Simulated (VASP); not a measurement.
# GaAs: zone-centre modes, functional by functional, part 2 of 3

Aim: the vibrations of GaAs at the zone centre, at several levels of theory. The starting structure is a measured crystal structure from the Crystallography Open Database.

VASP 6.6.1.

Results so far: LDA T2 269.3 cm⁻¹.

## 3. Modes with LDA at the measured cell

Level of this step: LDA; plane waves and PAW (As, Ga_d) (VASP).

A relaxation of the atoms in the fixed cell, not shown, had nothing to move.

INCAR reads:

```
SYSTEM = GaAs
PREC = Accurate
ENCUT = 450
EDIFF = 1E-08
NELM = 100
ISMEAR = 0
SIGMA = 0.03
LREAL = .FALSE.
ALGO = Normal
GGA = CA
NBANDS = 15
LORBIT = 11
LWAVE = .FALSE.
LCHARG = .FALSE.
KPAR = 8
IBRION = 8
LEPSILON = .TRUE.
LPEAD = .TRUE.
ISIF = 2
```

POSCAR reads:

```
GaAs
1.0
    0.0000000000      2.8268500000      2.8268500000
    2.8268500000      0.0000000000      2.8268500000
    2.8268500000      2.8268500000      0.0000000000
As Ga
1 1
Direct
    0.7500000000      0.7500000000      0.7500000000
    0.0000000000      0.0000000000      0.0000000000
```

KPOINTS reads:

```
Automatic mesh
0
Gamma
10 10 10
0 0 0
```

PAW data sets: As and Ga_d (LDA family, release 64).

The run is started by

```bash
> mpirun -np 8 vasp_std
```

The log of the run:

```text
[banner, memory and clock lines left out]
running    8 mpi-ranks, on    1 nodes
[...]
[... a notice as in an earlier step ...]

 LDA part: xc-table for (Slater(with rela. corr.)+CA(PZ))
 , standard interpolation
 POSCAR, INCAR and KPOINTS ok, starting setup
[...]
entering main loop
       N       E                     dE             d eps       ncg     rms          rms(c)
DAV:   1     0.771203058283E+02    0.77120E+02   -0.84816E+03  1466   0.150E+03
DAV:   2    -0.365777056038E+01   -0.80778E+02   -0.77488E+02  1543   0.297E+02
DAV:   3    -0.976730815182E+01   -0.61095E+01   -0.60857E+01  1739   0.667E+01
DAV:   4    -0.985969995480E+01   -0.92392E-01   -0.92375E-01  1590   0.908E+00
[...]
DAV:  11    -0.963561907754E+01   -0.49269E-05   -0.64310E-06  1662   0.395E-02    0.216E-03
DAV:  12    -0.963561897112E+01    0.10642E-06   -0.43457E-07  1966   0.907E-03    0.177E-03
DAV:  13    -0.963561897237E+01   -0.12551E-08   -0.69730E-08  1767   0.202E-03
   1 F= -.96356190E+01 E0= -.96356190E+01  d E =-.241741E-12
[...]
RMM:  14    -0.444992811732E-01   -0.25020E-07   -0.79953E-09  5066   0.110E-05    0.717E-08
 first order change of Fermi-energy   0.19518E+00
 force on displaced ion       1 direction 1 :  -9.100   0.000   0.000
 Born effective charge ion    1 direction 1 :  -2.093   0.000   0.000
 Linear response progress:
  Degree of freedom:   2/  2
       N       E                     dE             d eps       ncg     rms          rms(c)
RMM:   1    -0.167233809276E+00   -0.16723E+00    0.98832E-02  6481   0.843E+00
RMM:   2    -0.165499683805E+00    0.17341E-02   -0.24664E-02  9744   0.134E+00    0.436E-02
RMM:   3    -0.165777108078E+00   -0.27742E-03   -0.36833E-03 10156   0.404E-01    0.273E-02
RMM:   4    -0.165616313028E+00    0.16080E-03   -0.16055E-03 10828   0.177E-01    0.946E-03
[...]
RMM:  13    -0.165604172167E+00    0.12384E-07   -0.30255E-07 10648   0.716E-05    0.777E-07
RMM:  14    -0.165604175094E+00   -0.29267E-08   -0.14305E-07 10204   0.427E-05    0.630E-07
RMM:  15    -0.165604158322E+00    0.16772E-07   -0.46045E-08  9904   0.298E-05    0.551E-08
 first order change of Fermi-energy  -0.21159E+00
 force on displaced ion       2 direction 1 :  -9.055   0.000   0.000
 Born effective charge ion    2 direction 1 :   2.093   0.000   0.000
 Born effective charges drift removed
 Linear response finished
```

Wall time 54 s (8 MPI ranks of Intel Xeon 6975P-C (Granite Rapids), shared host); peak memory 3.4 GiB; 6.9 min of CPU time.

From OUTCAR (step 3):

```text
  Total       -0.4734226     -0.4734226     -0.4734226      0.0000000      0.0000000     -0.0000000
  in kB      -16.7888624    -16.7888624    -16.7888624      0.0000000      0.0000000     -0.0000000
  external PRESSURE =     -16.7888624 kB  Pullay stress =       0.0000000 kB

 POSITION                                       TOTAL-FORCE (eV/Angst)
 -----------------------------------------------------------------------------------
      4.24027      4.24027      4.24027         0.000000     -0.000000     -0.000000
      0.00000      0.00000      0.00000        -0.000000      0.000000      0.000000
 -----------------------------------------------------------------------------------
    total drift:                               -0.000001     -0.000001     -0.000000

 MACROSCOPIC STATIC DIELECTRIC TENSOR (including local field effects in DFT)
 ------------------------------------------------------
          14.498358     0.000000     0.000000
          -0.000000    14.498358     0.000000
          -0.000000    -0.000000    14.498358
 ------------------------------------------------------

 MACROSCOPIC STATIC DIELECTRIC TENSOR IONIC CONTRIBUTION
 ------------------------------------------------------
           1.942380     0.000000     0.000000
           0.000000     1.942380     0.000000
           0.000000     0.000000     1.942380
 ------------------------------------------------------

[... 1 part as in an earlier step ...]

[... 1 further part left out ...]
```

With LDA at the measured cell the mode is T2 261.4 cm⁻¹, -7.9 cm⁻¹ from LDA.

## 4. Modes with PBEsol

PBEsol restores the gradient expansion of exchange and is tuned for the cells of solids. The cell comes from a relaxation at this level, not shown (45.36 Å³).

Edit INCAR of step 3 so:

```diff
@@ -9,3 +9,3 @@
 ALGO = Normal
-GGA = CA
+GGA = PS
 NBANDS = 15
```

POSCAR reads:

```
GaAs
1.0
    0.0000000000      2.8305139168      2.8305139168
    2.8305139168      0.0000000000      2.8305139168
    2.8305139168      2.8305139168      0.0000000000
As Ga
1 1
Direct
    0.7500000000      0.7500000000      0.7500000000
    0.0000000000      0.0000000000      0.0000000000
```

KPOINTS is that of step 3.

PAW data sets: As and Ga_d (PBE family, release 64).

The run is started by

```bash
> mpirun -np 8 vasp_std
```

The log of the run:

```text
[banner, memory and clock lines left out]
running    8 mpi-ranks, on    1 nodes
[...]
[... a notice as in an earlier step ...]

|                                                                             |
|               ----> ADVICE to this user running VASP <----                  |
|                                                                             |
|     You enforced a specific xc type in the INCAR file but a different       |
|     [... a line on the potential file left out ...]
|     I HOPE YOU KNOW WHAT YOU ARE DOING!                                     |
|                                                                             |

 LDA part: xc-table for (Slater+PW92), standard interpolation
 POSCAR, INCAR and KPOINTS ok, starting setup
[...]
entering main loop
       N       E                     dE             d eps       ncg     rms          rms(c)
DAV:   1     0.783917444820E+02    0.78392E+02   -0.84679E+03  1450   0.152E+03
DAV:   2    -0.309463787624E+01   -0.81486E+02   -0.78167E+02  1571   0.301E+02
[...]
RMM:  14    -0.436235566146E-01    0.27092E-08   -0.43773E-07  5962   0.907E-06    0.595E-08
 first order change of Fermi-energy   0.82110E-01
 force on displaced ion       1 direction 1 :  -9.169   0.000   0.000
 Born effective charge ion    1 direction 1 :  -2.112   0.000   0.000
 Linear response progress:
  Degree of freedom:   2/  2
       N       E                     dE             d eps       ncg     rms          rms(c)
RMM:   1    -0.165090750518E+00   -0.16509E+00    0.73887E-02  6500   0.801E+00
RMM:   2    -0.163610984492E+00    0.14798E-02   -0.24672E-02  9770   0.133E+00    0.426E-02
RMM:   3    -0.163851750540E+00   -0.24077E-03   -0.33131E-03 10212   0.384E-01    0.276E-02
RMM:   4    -0.163618484379E+00    0.23327E-03   -0.13224E-03 10818   0.162E-01    0.756E-03
[...]
RMM:  14    -0.163612700761E+00   -0.11786E-07   -0.18683E-07 10796   0.420E-05    0.273E-07
RMM:  15    -0.163612693816E+00    0.69447E-08   -0.14102E-07  9350   0.281E-05    0.242E-07
RMM:  16    -0.163612686023E+00    0.77933E-08   -0.54199E-08  7796   0.224E-05    0.323E-08
 first order change of Fermi-energy  -0.83689E-01
 force on displaced ion       2 direction 1 :  -9.125  -0.000  -0.000
 Born effective charge ion    2 direction 1 :   2.111   0.000   0.000
 Born effective charges drift removed
 Linear response finished
```

It took 63 s on 8 MPI ranks; peak memory 3.6 GiB; 8 min of CPU time.

Parts of OUTCAR (step 4):

```text
  Total        0.0003240      0.0003240      0.0003240      0.0000000     -0.0000000      0.0000000
  in kB        0.0114450      0.0114450      0.0114450      0.0000000     -0.0000000      0.0000000
  external PRESSURE =       0.0114450 kB  Pullay stress =       0.0000000 kB

 POSITION                                       TOTAL-FORCE (eV/Angst)
 -----------------------------------------------------------------------------------
      4.24577      4.24577      4.24577        -0.000000     -0.000000     -0.000000
      0.00000      0.00000      0.00000         0.000000      0.000000      0.000000
 -----------------------------------------------------------------------------------
    total drift:                               -0.000001     -0.000001     -0.000000

 MACROSCOPIC STATIC DIELECTRIC TENSOR (including local field effects in DFT)
 ------------------------------------------------------
          13.932861    -0.000000     0.000000
           0.000000    13.932861    -0.000000
          -0.000000     0.000000    13.932861
 ------------------------------------------------------

 MACROSCOPIC STATIC DIELECTRIC TENSOR IONIC CONTRIBUTION
 ------------------------------------------------------
           1.953173     0.000000     0.000000
           0.000000     1.953173    -0.000000
           0.000000    -0.000000     1.953173
 ------------------------------------------------------

[... 1 part as in an earlier step ...]

[... 1 further part left out ...]
```

With PBEsol the mode is T2 262.4 cm⁻¹, -6.9 cm⁻¹ from LDA.

## 5. Modes with PBE

PBE, the usual starting point, adds the gradient of the density. The cell comes from a relaxation at this level, not shown (47.49 Å³).

Edit INCAR of step 4 so:

```diff
@@ -9,3 +9,3 @@
 ALGO = Normal
-GGA = PS
+GGA = PE
 NBANDS = 15
```

POSCAR reads:

```
GaAs
1.0
    0.0000000000      2.8743427208      2.8743427208
    2.8743427208      0.0000000000      2.8743427208
    2.8743427208      2.8743427208      0.0000000000
As Ga
1 1
Direct
    0.7500000000      0.7500000000      0.7500000000
    0.0000000000      0.0000000000      0.0000000000
```

KPOINTS is that of step 4.

The run is started by

```bash
> mpirun -np 8 vasp_std
```

The log of the run:

```text
[banner, memory and clock lines left out]
running    8 mpi-ranks, on    1 nodes
[...]
[... a notice as in an earlier step ...]

 LDA part: xc-table for (Slater+PW92), standard interpolation
 POSCAR, INCAR and KPOINTS ok, starting setup
[...]
entering main loop
       N       E                     dE             d eps       ncg     rms          rms(c)
DAV:   1     0.769051442097E+02    0.76905E+02   -0.83471E+03  1458   0.150E+03
DAV:   2    -0.248087403256E+01   -0.79386E+02   -0.75982E+02  1536   0.291E+02
DAV:   3    -0.833271627796E+01   -0.58518E+01   -0.58308E+01  1746   0.652E+01
DAV:   4    -0.842309313366E+01   -0.90377E-01   -0.90354E-01  1695   0.912E+00
[...]
DAV:  12    -0.827186893423E+01   -0.36647E-06   -0.12962E-06  1830   0.154E-02    0.150E-03
DAV:  13    -0.827186934619E+01   -0.41196E-06   -0.53689E-07  1627   0.535E-03    0.597E-04
DAV:  14    -0.827186934211E+01    0.40791E-08   -0.10246E-08  1512   0.120E-03
   1 F= -.82718693E+01 E0= -.82718693E+01  d E =-.136174E-06
[...]
RMM:  14    -0.437140147741E-01    0.16582E-08    0.38244E-07  5795   0.101E-05    0.828E-08
 first order change of Fermi-energy   0.32724E-03
 force on displaced ion       1 direction 1 :  -8.494   0.000   0.000
 Born effective charge ion    1 direction 1 :   5.789   0.000   0.000
 Linear response progress:
  Degree of freedom:   2/  2
       N       E                     dE             d eps       ncg     rms          rms(c)
RMM:   1    -0.164497216524E+00   -0.16450E+00    0.66370E-02  6496   0.790E+00
RMM:   2    -0.163366771844E+00    0.11304E-02   -0.25084E-02  9736   0.131E+00    0.411E-02
RMM:   3    -0.163485202818E+00   -0.11843E-03   -0.32392E-03 10194   0.384E-01    0.262E-02
RMM:   4    -0.163262729754E+00    0.22247E-03   -0.14673E-03 10709   0.167E-01    0.816E-03
[...]
RMM:  14    -0.163231000540E+00   -0.17363E-07   -0.80595E-07 10532   0.510E-05    0.401E-07
RMM:  15    -0.163230966298E+00    0.34242E-07   -0.48020E-07  9650   0.361E-05    0.326E-07
RMM:  16    -0.163230985971E+00   -0.19673E-07   -0.62779E-07  8828   0.291E-05    0.547E-08
 first order change of Fermi-energy   0.46523E-04
 force on displaced ion       2 direction 1 :  -8.581   0.000   0.000
 Born effective charge ion    2 direction 1 :   4.567   0.000   0.000
 Born effective charges drift removed
 Linear response finished
```

Wall time 40 s (8 MPI ranks); peak memory 3.6 GiB; 5 min of CPU time.

Parts of OUTCAR (step 5):

```text
  Total       -0.0020046     -0.0020046     -0.0020046      0.0000000     -0.0000000     -0.0000000
  in kB       -0.0676212     -0.0676212     -0.0676212      0.0000000     -0.0000000     -0.0000000
  external PRESSURE =      -0.0676212 kB  Pullay stress =       0.0000000 kB

 POSITION                                       TOTAL-FORCE (eV/Angst)
 -----------------------------------------------------------------------------------
      4.31151      4.31151      4.31151         0.000000     -0.000000      0.000000
      0.00000      0.00000      0.00000        -0.000000      0.000000     -0.000000
 -----------------------------------------------------------------------------------
    total drift:                               -0.000003     -0.000003     -0.000003

 MACROSCOPIC STATIC DIELECTRIC TENSOR (including local field effects in DFT)
 ------------------------------------------------------
           1.000000     0.000000     0.000000
           0.000000     1.000000     0.000000
           0.000000     0.000000     1.000000
 ------------------------------------------------------

 MACROSCOPIC STATIC DIELECTRIC TENSOR IONIC CONTRIBUTION
 ------------------------------------------------------
           0.166646     0.000000     0.000000
           0.000000     0.166646     0.000000
           0.000000     0.000000     0.166646
 ------------------------------------------------------

[... 1 part as in an earlier step ...]

[... 1 further part left out ...]
```

The dielectric tensor of 1.00 in OUTCAR stands for a response that wasn't computed and is no result; nor are the Born charges and the ionic part that rest on it.

With PBE the mode is T2 253.6 cm⁻¹, -15.7 cm⁻¹ from LDA.

## 6. Modes with PBEsol + D3(BJ)

D3 with Becke-Johnson damping keeps a finite attraction at short range. The cell comes from a relaxation at this level, not shown (44.03 Å³).

INCAR reads:

```
SYSTEM = GaAs
PREC = Accurate
ENCUT = 450
EDIFF = 1E-08
NELM = 100
ISMEAR = 0
SIGMA = 0.03
LREAL = .FALSE.
ALGO = Normal
GGA = PS
IVDW = 12
NBANDS = 15
LORBIT = 11
LWAVE = .FALSE.
LCHARG = .FALSE.
KPAR = 8
IBRION = 6
NFREE = 2
POTIM = 0.015
NSW = 1
ISIF = 2
```

POSCAR reads:

```
GaAs
1.0
    0.0000000000      2.8026846364      2.8026846364
    2.8026846364      0.0000000000      2.8026846364
    2.8026846364      2.8026846364      0.0000000000
As Ga
1 1
Direct
    0.7500000000      0.7500000000      0.7500000000
    0.0000000000      0.0000000000      0.0000000000
```

KPOINTS is that of step 5.

The run is started by

```bash
> mpirun -np 8 vasp_std
```

The log of the run:

```text
[banner, memory and clock lines left out]
running    8 mpi-ranks, on    1 nodes
[...]
[... a notice as in an earlier step ...]

 [... a notice as in an earlier step ...]

 LDA part: xc-table for (Slater+PW92), standard interpolation
 POSCAR, INCAR and KPOINTS ok, starting setup
[...]
entering main loop
       N       E                     dE             d eps       ncg     rms          rms(c)
DAV:   1     0.746308608286E+02    0.74631E+02   -0.84406E+03  1466   0.153E+03
DAV:   2    -0.352372248523E+01   -0.78155E+02   -0.74831E+02  1606   0.289E+02
DAV:   3    -0.920404710686E+01   -0.56803E+01   -0.56613E+01  1711   0.651E+01
DAV:   4    -0.928726953366E+01   -0.83222E-01   -0.83210E-01  1765   0.874E+00
[...]
DAV:  12    -0.908073133087E+01   -0.37901E-07   -0.87255E-07  1874   0.149E-02    0.182E-03
DAV:  13    -0.908073133056E+01    0.30104E-09   -0.17750E-07  1760   0.352E-03    0.552E-04
DAV:  14    -0.908073132922E+01    0.13442E-08   -0.51601E-09  1370   0.554E-04
   1 F= -.96947055E+01 E0= -.96947055E+01  d E =-.280972E-20
[... from here on, the cycles between the ionic steps are left out ...]
   2 F= -.96935975E+01 E0= -.96935975E+01  d E =-.164609E-13
   3 F= -.96935972E+01 E0= -.96935972E+01  d E =-.182806E-12
   4 F= -.96936028E+01 E0= -.96936028E+01  d E =-.308962E-12
   5 F= -.96936030E+01 E0= -.96936030E+01  d E =-.413853E-13
 Finite differences progress:
  Degree of freedom:   2/  2
  Displacement:        2/  2
  Total:               4/  4
```

It took 16 s on 8 MPI ranks; peak memory 2.5 GiB; 2 min of CPU time.

OUTCAR, selected parts (step 6):

```text
 Edisp (eV)   -0.61397

 Edisp (eV)   -0.61397

  Total       0.00178     0.00452     0.00452     0.00000     0.12491     0.00000
  in kB       0.06474     0.16446     0.16446     0.00000     4.54534     0.00000
  external pressure =        0.13 kB  Pullay stress =        0.00 kB

 POSITION                                       TOTAL-FORCE (eV/Angst)
 -----------------------------------------------------------------------------------
      4.20403      4.20403      4.20403        -0.147411      0.000000      0.000000
     -0.01500      0.00000      0.00000         0.147411      0.000000      0.000000
 -----------------------------------------------------------------------------------
    total drift:                               -0.000761      0.000001      0.000001

  FREE ENERGIE OF THE ION-ELECTRON SYSTEM (eV)
  ---------------------------------------------------
  free  energy   TOTEN  =        -9.6936030426 eV

  energy  without entropy=       -9.6936030426  energy(sigma->0) =       -9.69360304

[... 1 part as in an earlier step ...]

[... 2 further parts left out ...]
[key lines of the parts left out:]
E-fermi :   4.2287
```

The last energy, forces and stress in OUTCAR belong to the last displaced cell, not to that of POSCAR.

With PBEsol + D3(BJ) the mode is T2 272.2 cm⁻¹, +2.9 cm⁻¹ from LDA.

## 7. Modes with r2SCAN

r2SCAN adds the kinetic-energy density, costs more than a GGA and is run with LASPH. The cell comes from a relaxation at this level, not shown (45.51 Å³).

Edit INCAR of step 6 so:

```diff
@@ -9,4 +9,4 @@
 ALGO = Normal
-GGA = PS
-IVDW = 12
+METAGGA = R2SCAN
+LASPH = .TRUE.
 NBANDS = 15
```

POSCAR reads:

```
GaAs
1.0
    0.0000000000      2.8337141355      2.8337141355
    2.8337141355      0.0000000000      2.8337141355
    2.8337141355      2.8337141355      0.0000000000
As Ga
1 1
Direct
    0.7500000000      0.7500000000      0.7500000000
    0.0000000000      0.0000000000      0.0000000000
```

KPOINTS is that of step 6.

The run is started by

```bash
> mpirun -np 8 vasp_std
```

The log of the run:

```text
[banner, memory and clock lines left out]
running    8 mpi-ranks, on    1 nodes
[...]
[... a notice as in an earlier step ...]

 [... a notice as in an earlier step ...]

 LDA part: xc-table for (None), standard interpolation
 POSCAR, INCAR and KPOINTS ok, starting setup
[...]
entering main loop
       N       E                     dE             d eps       ncg     rms          rms(c)
DAV:   1     0.612046527555E+02    0.61205E+02   -0.86926E+03  1433   0.158E+03
DAV:   2    -0.228381809322E+02   -0.84043E+02   -0.80767E+02  1550   0.305E+02
DAV:   3    -0.290450725728E+02   -0.62069E+01   -0.61840E+01  1683   0.692E+01
DAV:   4    -0.291363847587E+02   -0.91312E-01   -0.91296E-01  1728   0.925E+00
[...]
DAV:  14    -0.270555728690E+02   -0.33000E-06   -0.93173E-09  1321   0.159E-03    0.806E-05
DAV:  15    -0.270555728049E+02    0.64087E-07   -0.70417E-10  1013   0.331E-04    0.384E-05
DAV:  16    -0.270555727955E+02    0.94169E-08   -0.21484E-10   964   0.213E-04
   1 F= -.27055573E+02 E0= -.27055573E+02  d E =-.978998E-22
[... from here on, the cycles between the ionic steps are left out ...]
   2 F= -.27054512E+02 E0= -.27054512E+02  d E =-.121814E-13
   3 F= -.27054509E+02 E0= -.27054509E+02  d E =-.483234E-15
   4 F= -.27054404E+02 E0= -.27054404E+02  d E =-.535993E-15
   5 F= -.27054406E+02 E0= -.27054406E+02  d E =-.583593E-14
 Finite differences progress:
  Degree of freedom:   2/  2
  Displacement:        2/  2
  Total:               4/  4
```

Elapsed: 77 s, on 8 MPI ranks; peak memory 2.5 GiB; 9.8 min of CPU time.

From OUTCAR (step 7):

```text
  Total       -0.0034447      0.0044697      0.0044697      0.0000000      0.1005603      0.0000000
  in kB       -0.1212741      0.1573573      0.1573573      0.0000000      3.5402932      0.0000000
  external PRESSURE =       0.0644801 kB  Pullay stress =       0.0000000 kB

 POSITION                                       TOTAL-FORCE (eV/Angst)
 -----------------------------------------------------------------------------------
      4.25057      4.25057      4.25057        -0.147185      0.000000      0.000000
     -0.01500      0.00000      0.00000         0.147185      0.000000      0.000000
 -----------------------------------------------------------------------------------
    total drift:                                0.013699      0.000011      0.000013

  FREE ENERGIE OF THE ION-ELECTRON SYSTEM (eV)
  ---------------------------------------------------
  free  energy   TOTEN  =       -27.0544058801 eV

  energy  without entropy=      -27.0544058801  energy(sigma->0) =      -27.05440588

[... 1 part as in an earlier step ...]

[... 2 further parts left out ...]
[key lines of the parts left out:]
E-fermi :   3.7965
```

With r2SCAN the mode is T2 269.0 cm⁻¹, -0.3 cm⁻¹ from LDA.

(Part 2 of 3 ends here.)

[Lines on the potential files, build, host, timing and source positions are cut from VASP's logs without a mark.]

[Logs are printed without paths, hosts, clocks, repeated set-up lines and the standing remarks that a program may print on its own settings, such as how far it seeks lower states.]

[Hosts, paths, dates, database ids (printed as entryN), source tags and the programs' standing remarks are cut or masked in the printed files.]
